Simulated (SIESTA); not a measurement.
MnS:

```
CELL_PARAMETERS angstrom
0.00000 2.60450 2.60450
2.60450 0.00000 2.60450
2.60450 2.60450 0.00000
ATOMIC_POSITIONS crystal
Mn 0.00000 0.00000 0.00000
S 0.50000 0.50000 0.50000
```

Base run:

| Property | Result |
| --- | --- |
| Program | SIESTA 5.4.2 |
| Functional | PBE |
| Potentials or basis | PseudoDojo 0.4 standard (PBE files) |
| Basis | DZ (energy shift 0.002 Ry) |
| Grid cutoff | 800 Ry |
| Energy shift | 0.002 Ry |
| k mesh | 9 × 9 × 9 |
| Occupations | fermi-dirac, width 0.05 eV |
| Spin | collinear spin, ferromagnetic start |
| Starting moments | [4.0, 0.0] μB |

Its results: band gap on the k mesh none (metal or under the smearing width); pressure 2.1 GPa; net moment 4.91 μB per cell; site moments Mn +4.67; S +0.24 μB.

Q: After a change of settings the same cell gave: band gap on the k mesh none (metal or under the smearing width); pressure 5.3 GPa; net moment 4.93 μB per cell; site moments Mn +4.64; S +0.30 μB. Which change was it?
A. functional from PBE to RPBE; basis from DZ (energy shift 0.002 Ry) to DZP (energy shift 0.002 Ry)
B. basis from DZ (energy shift 0.002 Ry) to DZP (energy shift 0.002 Ry)
C. basis from DZ (energy shift 0.002 Ry) to DZP (energy shift 0.003 Ry; two zetas on semicore shells); energy shift from 0.002 Ry to 0.003 Ry
D. basis from DZ (energy shift 0.002 Ry) to SZ (energy shift 0.002 Ry)

A: D.

Caveats: the basis has no polarisation orbitals; the basis of atomic orbitals isn't converged, which shifts pressures, moduli and gaps; a cell with one magnetic atom can't hold antiferromagnetic order, which such compounds often take; semilocal functionals often make such compounds metallic where correlation or magnetic order opens a gap, which also shifts bond lengths; semicore shells carry a single zeta, which can move pressures by several GPa and volumes by a few percent (some runs); short orbitals over semicore shells can move pressures by several GPa (some runs).

Not every run made on this cell is shown here.
